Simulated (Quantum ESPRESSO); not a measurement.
# MgO (Fm-3m) in Quantum ESPRESSO: notebook, part 2 of 2

Quantum ESPRESSO 7.5. Earlier steps stand in the parts before.

## 3. Phonons, vdW-DF-cx

Input file pw.in:

```
&CONTROL
  calculation = 'scf'
  prefix = 'pwscf'
  outdir = './tmp'
  pseudo_dir = './pseudo'
  tprnfor = .true.
  tstress = .true.
  disk_io = 'low'
/
&SYSTEM
  ibrav = 0
  nat = 2
  ntyp = 2
  ecutwfc = 45
  ecutrho = 360
  nbnd = 14
  input_dft = 'vdw-df-cx'
  occupations = 'smearing'
  smearing = 'fd'
  degauss = 0.00367493
/
&ELECTRONS
  conv_thr = 4d-10
  electron_maxstep = 120
  mixing_beta = 0.5
/
ATOMIC_SPECIES
Mg    24.3050 mg_pbe_v1.4.uspp.F.UPF
O     15.9990 o_pbe_v1.2.uspp.F.UPF
CELL_PARAMETERS angstrom
   0.0000000000    2.0970013927    2.0970013927
   2.0970013927    0.0000000000    2.0970013927
   2.0970013927    2.0970013927    0.0000000000
ATOMIC_POSITIONS angstrom
Mg     0.0000000000    0.0000000000    0.0000000000
O      2.0970013927    2.0970013927    2.0970013927
K_POINTS automatic
6 6 6 1 1 1
```

Input file relax.in:

```
&CONTROL
  calculation = 'vc-relax'
  prefix = 'pwscf'
  outdir = './tmp'
  pseudo_dir = './pseudo'
  tprnfor = .true.
  tstress = .true.
  disk_io = 'low'
  nstep = 40
  forc_conv_thr = 0.0001
  etot_conv_thr = 1d-06
/
&SYSTEM
  ibrav = 0
  nat = 2
  ntyp = 2
  ecutwfc = 45
  ecutrho = 360
  nbnd = 14
  input_dft = 'vdw-df-cx'
  occupations = 'smearing'
  smearing = 'fd'
  degauss = 0.00367493
/
&ELECTRONS
  conv_thr = 4d-10
  electron_maxstep = 120
  mixing_beta = 0.5
/
&IONS
  ion_dynamics = 'bfgs'
/
&CELL
  cell_dynamics = 'bfgs'
  press = 0
  press_conv_thr = 0.2
/
ATOMIC_SPECIES
Mg    24.3050 mg_pbe_v1.4.uspp.F.UPF
O     15.9990 o_pbe_v1.2.uspp.F.UPF
CELL_PARAMETERS angstrom
   0.0000000000    2.0970013927    2.0970013927
   2.0970013927    0.0000000000    2.0970013927
   2.0970013927    2.0970013927    0.0000000000
ATOMIC_POSITIONS angstrom
Mg     0.0000000000    0.0000000000    0.0000000000
O      2.0970013927    2.0970013927    2.0970013927
K_POINTS automatic
6 6 6 1 1 1
```

Input file scf2.in:

```
&CONTROL
  calculation = 'scf'
  prefix = 'pwscf'
  outdir = './tmp'
  pseudo_dir = './pseudo'
  tprnfor = .true.
  tstress = .true.
  disk_io = 'low'
/
&SYSTEM
  ibrav = 0
  nat = 2
  ntyp = 2
  ecutwfc = 45
  ecutrho = 360
  nbnd = 14
  input_dft = 'vdw-df-cx'
  occupations = 'fixed'
/
&ELECTRONS
  conv_thr = 1d-13
  electron_maxstep = 120
  mixing_beta = 0.5
  startingpot = 'file'
  startingwfc = 'file'
/
ATOMIC_SPECIES
Mg    24.3050 mg_pbe_v1.4.uspp.F.UPF
O     15.9990 o_pbe_v1.2.uspp.F.UPF
CELL_PARAMETERS angstrom
   0.0000000000    2.1155309710    2.1155309710
   2.1155309710    0.0000000000    2.1155309710
   2.1155309710    2.1155309710    0.0000000000
ATOMIC_POSITIONS angstrom
Mg     0.0000000000    0.0000000000    0.0000000000
O      2.1155309710    2.1155309710    2.1155309710
K_POINTS automatic
6 6 6 1 1 1
```

Input file ph.in:

```
phonons of MgO
&INPUTPH
  prefix = 'pwscf'
  outdir = './tmp'
  tr2_ph = 1d-18
  fildyn = 'dyn'
  niter_ph = 90
  alpha_mix(1) = 0.7
  epsil = .true.
/
0.0000000000 0.0000000000 0.0000000000
```

Input file dynmat.in:

```
&INPUT
  fildyn = 'dyn'
  asr = 'crystal'
  lperm = .true.
  filout = 'dynmat.disp'
  fileig = 'dynmat.eig'
/
```

Input file dynmat_lo.in:

```
&INPUT
  fildyn = 'dyn'
  asr = 'crystal'
  filout = 'dynmat_lo.disp'
  fileig = 'dynmat_lo.eig'
  q(1) = 0
  q(2) = 0
  q(3) = 1
/
```

Potentials or basis: GBRV 1.5 PBE.

On the command line:

```bash
OMP_NUM_THREADS=1 pw.x -in pw.in > pw.out
OMP_NUM_THREADS=1 pw.x -in relax.in > relax.out
OMP_NUM_THREADS=1 pw.x -in scf2.in > scf2.out
OMP_NUM_THREADS=1 ph.x -in ph.in > ph.out
OMP_NUM_THREADS=1 dynmat.x -in dynmat.in > dynmat.out
OMP_NUM_THREADS=1 dynmat.x -in dynmat_lo.in > dynmat_lo.out
```

pw.out:

```text
This program is part of the open-source Quantum ESPRESSO suite
     for quantum simulation of materials; please cite
         "P. Giannozzi et al., J. Phys.:Condens. Matter 21 395502 (2009);
         "P. Giannozzi et al., J. Phys.:Condens. Matter 29 465901 (2017);
         "P. Giannozzi et al., J. Chem. Phys. 152 154105 (2020);
     in publications or presentations arising from this work. More details at

     IMPORTANT: XC functional enforced from input :
     Exchange-correlation= VDW-DF-CX
                           (   1   4  27   0   1   0   0)
     Any further DFT definition will be discarded
     Please, verify this is what you really want

     Message from routine setup:
     using ibrav=0 with symmetry is DISCOURAGED, use correct ibrav instead

     G-vector sticks info
     --------------------
     sticks:   dense  smooth     PW     G-vecs:    dense   smooth      PW
     Sum         769     379    127                14331     5029     965

     Using Slab Decomposition

     bravais-lattice index     =            0
     lattice parameter (alat)  =       5.6042  a.u.
     unit-cell volume          =     124.4580 (a.u.)^3
     number of atoms/cell      =            2
     number of atomic types    =            2
     number of electrons       =        16.00
     number of Kohn-Sham states=           14
     kinetic-energy cutoff     =      45.0000  Ry
     charge density cutoff     =     360.0000  Ry
     scf convergence threshold =      4.0E-10
     mixing beta               =       0.5000
     number of iterations used =            8  plain     mixing
     Exchange-correlation= VDW-DF-CX
                           (   1   4  27   0   1   0   0)

     celldm(1)=   5.604187  celldm(2)=   0.000000  celldm(3)=   0.000000
     celldm(4)=   0.000000  celldm(5)=   0.000000  celldm(6)=   0.000000

[... 8 lines left out ...]
               b(3) = (  0.707107  0.707107 -0.707107 )

     PseudoPot. # 1 for Mg read from file:
     mg_pbe_v1.4.uspp.F.UPF
     Pseudo is Ultrasoft, Zval = 10.0
     Generated by new atomic code, or converted to UPF format
     Using radial grid of  821 points,  7 beta functions with:
                l(1) =   0
                l(2) =   0
                l(3) =   0
                l(4) =   1
                l(5) =   1
                l(6) =   2
                l(7) =   2
     Q(r) pseudized with  8 coefficients,  rinner =    1.200   1.200   1.200
                                                       1.200   1.200

     PseudoPot. # 2 for O  read from file:
     o_pbe_v1.2.uspp.F.UPF
     Pseudo is Ultrasoft + core correction, Zval =  6.0
     Generated by new atomic code, or converted to UPF format
     Using radial grid of  737 points,  5 beta functions with:
                l(1) =   0
                l(2) =   0
                l(3) =   1
                l(4) =   1
                l(5) =   2
     Q(r) pseudized with  8 coefficients,  rinner =    0.900   0.900   0.900
                                                       0.900   0.900

     atomic species   valence    mass     pseudopotential
     Mg               10.00    24.30500     Mg( 1.00)
     O                 6.00    15.99900     O ( 1.00)

     48 Sym. Ops., with inversion, found

   Cartesian axes

     site n.     atom                  positions (alat units)
         1        Mg     tau(   1) = (   0.0000000   0.0000000   0.0000000  )
         2        O      tau(   2) = (   0.7071068   0.7071068   0.7071068  )

     number of k points=    28  Fermi-Dirac smearing, width (Ry)=  0.0037
                       cart. coord. in units 2pi/alat
        k(    1) = (   0.0589256   0.0589256   0.0589256), wk =   0.0185185
        k(    2) = (   0.1767767   0.1767767  -0.0589256), wk =   0.0555556
        k(    3) = (   0.2946278   0.2946278  -0.1767767), wk =   0.0555556
        k(    4) = (  -0.2946278  -0.2946278   0.4124790), wk =   0.0555556
        k(    5) = (  -0.1767767  -0.1767767   0.2946278), wk =   0.0555556
        k(    6) = (  -0.0589256  -0.0589256   0.1767767), wk =   0.0555556
[... 20 lines left out ...]
        k(   27) = (   0.2946278   0.2946278   0.2946278), wk =   0.0185185
        k(   28) = (  -0.2946278  -0.2946278   0.8838835), wk =   0.0555556

     Dense  grid:    14331 G-vectors     FFT dimensions: (  36,  36,  36)

     Smooth grid:     5029 G-vectors     FFT dimensions: (  24,  24,  24)

     Check: negative core charge=   -0.000002

     Initial potential from superposition of free atoms

     starting charge      15.6998, renormalised to      16.0000

     %%%%%%%%%%%%%%%%%%%%%%%%%%%%%%%%%%%%%%%%%%%%%%%%%%%%%%%%%%%%%%%%%%%%%%%%
     %                                                                      %
     % You are using vdW-DF, which was implemented by the Thonhauser group. %
     % Please cite the following two papers that made this development      %
     % possible and the two reviews that describe the various versions:     %
     %                                                                      %
     %   T. Thonhauser et al., PRL 115, 136402 (2015).                      %
     %   T. Thonhauser et al., PRB 76, 125112 (2007).                       %
     %   K. Berland et al., Rep. Prog. Phys. 78, 066501 (2015).             %
     %   D.C. Langreth et al., J. Phys.: Condens. Matter 21, 084203 (2009). %
     %                                                                      %
     % If you are calculating stress with vdW-DF, please also cite:         %
     %                                                                      %
     %   R. Sabatini et al., J. Phys.: Condens. Matter 24, 424209 (2012).   %
     %                                                                      %
     %%%%%%%%%%%%%%%%%%%%%%%%%%%%%%%%%%%%%%%%%%%%%%%%%%%%%%%%%%%%%%%%%%%%%%%%

     %%%%%%%%%%%%%%%%%%%%%%%%%%%%%%%%%%%%%%%%%%%%%%%%%%%%%%%%%%%%%%%%%%%%%%%%
     %                                                                      %
     %  vdW-DF NEWS:                                                        %
     %                                                                      %
     %  * vdW-DF3 is now available. DOI: 10.1021/acs.jctc.0c00471           %
     %    use with input_dft = 'vdW-DF3-opt1' or 'vdW-DF3-opt2'             %
     %                                                                      %
     %  * Unscreened and range-separated hybrid vdW-DF-cx functionals       %
     %    DOI: 10.1063/1.4986522 and 10.1088/1361-648X/ac2ad2               %
     %    use with input_dft = 'vdW-DF-cx0'    and 'vdW-DF-ahcx'            %
     %  * Unscreened and range-separated hybrid vdW-DF2-b86r functionals    %
     %    DOI: 10.1063/1.4986522 and DOI: 10.1103/PhysRevX.12.041003        %
     %    use with input_dft = 'vdW-DF2-br0' and 'vdW-DF2-ahbr'             %
     %                                                                      %
     %%%%%%%%%%%%%%%%%%%%%%%%%%%%%%%%%%%%%%%%%%%%%%%%%%%%%%%%%%%%%%%%%%%%%%%%

     Starting wfcs are    9 randomized atomic wfcs +    5 random wfcs

     Self-consistent Calculation

     iteration #  1     ecut=    45.00 Ry     beta= 0.50
     Davidson diagonalization with overlap
     ethr =  1.00E-02,  avg # of iterations =  5.6

     total energy              =    -157.61302131 Ry
     estimated scf accuracy    <       0.36522308 Ry

     iteration #  2     ecut=    45.00 Ry     beta= 0.50
     Davidson diagonalization with overlap
     ethr =  2.28E-03,  avg # of iterations =  2.0
[... 43 lines left out ...]
     total energy              =    -157.71516354 Ry
     estimated scf accuracy    <          5.8E-10 Ry

     iteration #  9     ecut=    45.00 Ry     beta= 0.50
     Davidson diagonalization with overlap
     ethr =  3.65E-12,  avg # of iterations =  2.0

     End of self-consistent calculation

          k = 0.0589 0.0589 0.0589 (   624 PWs)   bands (ev):

   -64.0957 -30.8342 -30.8285 -30.8285  -9.2613   7.4556   7.8748   7.8748
    13.3313  22.8288  23.9621  23.9621  29.0122  29.0225

          k = 0.1768 0.1768-0.0589 (   627 PWs)   bands (ev):

   -64.0928 -30.8604 -30.8359 -30.8296  -8.8807   5.9197   7.4469   7.7136
    14.8944  20.8567  24.3419  24.8066  27.2184  28.8784
[... 63 lines left out ...]
   -64.0867 -30.9091 -30.8480 -30.8392  -7.9994   3.7475   6.6161   7.1589
    16.8297  20.3242  22.8463  24.9979  28.6235  30.4100

          k =-0.6482 0.0589 0.0589 (   638 PWs)   bands (ev):

   -64.0840 -30.9041 -30.8610 -30.8574  -7.7678   3.9022   6.3687   6.6014
    17.3180  18.3726  21.1554  26.9781  27.0270  33.9042

          k =-0.5303 0.1768-0.0589 (   641 PWs)   bands (ev):

   -64.0854 -30.8969 -30.8609 -30.8514  -7.9064   4.2140   6.1494   6.7178
    18.0786  18.8073  21.3474  25.7405  27.2506  32.6071

          k =-0.4125 0.0589 0.0589 (   631 PWs)   bands (ev):

   -64.0883 -30.8823 -30.8474 -30.8468  -8.3160   4.7581   6.9139   7.0166
    16.9633  18.6441  22.7283  25.9068  26.1402  31.9079

          k = 0.1768 0.1768 0.1768 (   631 PWs)   bands (ev):
[... 41 lines left out ...]
   -64.0876 -30.9151 -30.8363 -30.8363  -8.0816   3.5030   7.2915   7.2915
    15.9300  20.6128  24.5296  24.5296  29.2875  30.0700

          k =-0.2946-0.2946 0.8839 (   637 PWs)   bands (ev):

   -64.0860 -30.9113 -30.8530 -30.8402  -7.8934   3.6575   6.3204   7.1211
    17.1109  20.4793  22.3552  25.1199  28.7950  30.4308

     the Fermi energy is     9.6542 ev

!    total energy              =    -157.71516355 Ry
     estimated scf accuracy    <          2.4E-11 Ry
     smearing contrib. (-TS)   =      -0.00000000 Ry
     internal energy E=F+TS    =    -157.71516355 Ry

     The total energy is F=E-TS. E is the sum of the following terms:
     one-electron contribution =     -86.11489683 Ry
     hartree contribution      =      47.88159851 Ry
     xc contribution           =     -24.30709954 Ry
     ewald contribution        =     -95.17476569 Ry

     convergence has been achieved in   9 iterations

     Forces acting on atoms (cartesian axes, Ry/au):

     atom    1 type  1   force =     0.00000000    0.00000000    0.00000000
     atom    2 type  2   force =     0.00000000    0.00000000    0.00000000

     Total force =     0.000000     Total SCF correction =     0.000000

     Computing stress (Cartesian axis) and pressure

          total   stress  (Ry/bohr**3)                   (kbar)     P=       42.27
   0.00028732  -0.00000000  -0.00000000           42.27       -0.00       -0.00
  -0.00000000   0.00028732  -0.00000000           -0.00       42.27       -0.00
  -0.00000000  -0.00000000   0.00028732           -0.00       -0.00       42.27

=------------------------------------------------------------------------------=
   JOB DONE.
=------------------------------------------------------------------------------=
```

Run time: 8.5 min. Hardware: 1 thread of Intel Xeon Platinum 8375C at 2.90GHz (Ice Lake), shared host; peak memory 0.14 GiB.

What came out:

- Free energy: -2145.8312 eV
- Relaxed volume: 9.47 Å³/atom
- Relaxed cell: a = 2.992 Å, b = 2.992 Å, c = 2.992 Å, α = 60.00°, β = 60.00°, γ = 60.00°
- Space group after relaxing (to 0.05 Å): Fm-3m (No. 225)
- Pressure after relaxing: 0.0 GPa
- Electronic dielectric tensor (diagonal): 3.21
- Born charges (mean of the diagonal): Mg +1.99; O -1.99 e
- Highest phonon frequency at Γ, LO-TO splitting left out: 387 cm⁻¹
- Static dielectric tensor (diagonal): 10.31

The path:
```
step  energy change (eV)  largest force (eV/Å)  pressure (GPa)  volume (Å³)
   1              0.0000                0.0000            4.23        18.44
   2             -0.0061                0.0000            0.76        18.84
   3             -0.0064                0.0000            0.02        18.93
   4             -0.0064                0.0000            0.00        18.94
```

Final structure:
```xyz
2
Lattice="0.0000 2.1155 2.1155 2.1155 0.0000 2.1155 2.1155 2.1155 0.0000" Properties=species:S:1:pos:R:3 pbc="T T T"
Mg    0.0000    0.0000    0.0000
O     2.1155    2.1155    2.1155
```

Levels at points of the mesh, in eV from the valence-band top:
```tsv
k point	band 4	band 5	band 6	band 7	band 8	band 9	band 10	band 11	band 12	band 13
(0.08, 0.08, 0.08)	-38.80	-17.01	-0.42	0.00	0.00	5.20	14.81	15.93	15.93	20.87
```

Phonon frequencies in cm⁻¹ (negative: imaginary):
| q point | frequencies |
| --- | --- |
| (0.000, 0.000, 0.000) | 33 33 33 387 387 387 |

Electronic dielectric tensor:
```
3.21 0.00 0.00
0.00 3.21 0.00
0.00 0.00 3.21
```

Born effective charge tensors (e):
atom 1, Mg
```
1.99 0.00 0.00
0.00 1.99 0.00
0.00 0.00 1.99
```
atom 2, O
```
-1.99  0.00  0.00
 0.00 -1.99  0.00
 0.00  0.00 -1.99
```

Optical modes at Γ, degenerate ones joined, polar ones without the macroscopic field:
```tsv
cm⁻¹	components	symmetry	active in	IR intensity, summed ((D/Å)²/amu)
387	3	T1u	IR	28.41
```

Zone-centre frequencies without and with the macroscopic field along z (cm⁻¹):
```tsv
	optical modes in rising order
without	387 387 387
with the field	387 387 695
```

Static dielectric tensor, electrons and zone-centre modes:
```
10.31  0.00  0.00
 0.00 10.31  0.00
 0.00  0.00 10.31
```

Caveat: the potentials were made for another functional, which shifts forces and pressure; before the sum rule the acoustic modes lie tens of cm⁻¹ from zero, a sign that the density grid also shifts the optical modes.

## 4. Comparison with measurements

Step 2. Measured high-frequency dielectric constant of MgO: 2.95 (295 K; “Infrared Optical Properties of Ferropericlase (Mg1-xFexO): Experiment and Theory”, 2007, arxiv:0704.2267). This calculation gives 3.23 (+9.6 %).

Step 3. Against the measured high-frequency dielectric constant of MgO, 2.95 (295 K; “Infrared Optical Properties of Ferropericlase (Mg1-xFexO): Experiment and Theory”, 2007, arxiv:0704.2267), the calculated 3.21 is off by +8.7 %.
